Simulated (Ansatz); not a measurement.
Crystal: Pb.

```
Pb
1.0
    -1.97966    1.97966    1.97966
     1.97966   -1.97966    1.97966
     1.97966    1.97966   -1.97966
Pb
1
Direct
  0.00000 0.00000 0.00000
```

This isn't the form of Pb at room conditions, which is fcc.

* Program: Ansatz 0.2.0
* Task: single point
* Functional: PBEsol
* Potentials or basis: Ansatz PAW
* Cutoff: 420 eV (not typed: the program's choice for these potentials)
* k mesh: 9 × 9 × 9
* Occupations: fermi-dirac, width 0.05 eV
* Spin: no spin polarisation

On this cell: pressure -2.0 GPa; band gap on the k mesh none (metal or under the smearing width).

The same run follows on a disturbed copy (cell strained at random at fixed volume):

```
CELL_PARAMETERS angstrom
-2.06690 2.05040 2.08125
1.99925 -1.93748 1.90067
1.99103 1.86160 -1.96833
ATOMIC_POSITIONS crystal
Pb 0.00466 0.99633 0.00314
```

Q: What changes?

A: The energy (extrapolated to zero smearing) moves by +4.0 meV/atom; pressure -1.3 GPa; band gap on the k mesh none (metal or under the smearing width).

Stress tensor (GPa, compression positive):
```
-1.26  0.25  0.29
 0.25 -1.44 -0.34
 0.29 -0.34 -1.18
```

Caveats: the PAW data sets come from PBE, with cores solved anew for the run's functional, which leaves a small shift of forces and pressure.
